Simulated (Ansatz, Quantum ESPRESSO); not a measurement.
**TiO2 [001], rutile: uniaxial strain and lateral response**

The c axis is held at a set length while the cell relaxes sideways. How do the lateral strain and the stress follow? The strained cell has c along the load; unstrained it is a = 4.5919 Å, b = 4.5919 Å, c = 2.9397 Å, α = 90.00°, β = 90.00°, γ = 90.00°, with 6 atoms. The symmetry of the cell is held, so distortions that would lower it, which this phase may prefer, aren't tested.

Calculated with Quantum ESPRESSO 7.5, PBEsol, GBRV 1.5 ultrasoft potentials, cutoff 680 eV, Fermi–Dirac smearing 0.02 eV, k-mesh 6×6×9, no spin polarisation, no spin-orbit coupling.

Relaxed positions at 0 %:

```
atom       x       y       z
  Ti  0.0000  0.0000  0.0000
  Ti  0.5000  0.5000  0.5000
   O  0.3044  0.3044  0.0000
   O  0.1956  0.8044  0.5000
   O  0.6956  0.6956  0.0000
   O  0.8044  0.1956  0.5000
```

```
ε_c (%)   a (Å)   c (Å)  ε_a (%)  σ (GPa, tension positive)
     −3  4.6390  2.8515    1.024                     −12.78
     −2  4.6233  2.8809    0.684                      −8.27
      0  4.5919  2.9397    0.000                      −0.01
      1  4.5760  2.9691   −0.347                       3.77
      2  4.5605  2.9985   −0.685                       7.30
      3  4.5449  3.0279   −1.025                      10.60
```

**Question.** Fit both responses and give the free strain and the stress at −1 %, a row left out above.

Least squares with y = y0 + y1 ε + y2 ε² (ε in %) gives ε_a = −0.002 + (−0.3419) ε + (0.0002) ε² and σ = −0.01 + (3.895) ε + (−0.120) ε² GPa. The linear terms put the ratio of free to applied strain at −0.342 and the Young modulus at 390 GPa.

At −1 % the free strain comes out as 0.340 %. The run itself gives 0.342 %, so the estimate misses by 0.002 %; the fitted rows themselves lie up to 0.003 % off the law.

The stress comes out as −4.02 GPa. The run itself gives −4.01 GPa, so the estimate misses by 0.01 GPa, a rounding's worth.

The negative ε² term means that the crystal stiffens in compression and softens in tension.

The same fit over all rows at other levels or in other programs gives the strain ratio = −0.342 with PBEsol (Ansatz) and −0.341 with PBEsol (Quantum ESPRESSO, PseudoDojo).

[Logs are printed without paths, hosts, clocks, repeated set-up lines and the standing remarks that a program may print on its own settings, such as how far it seeks lower states.]
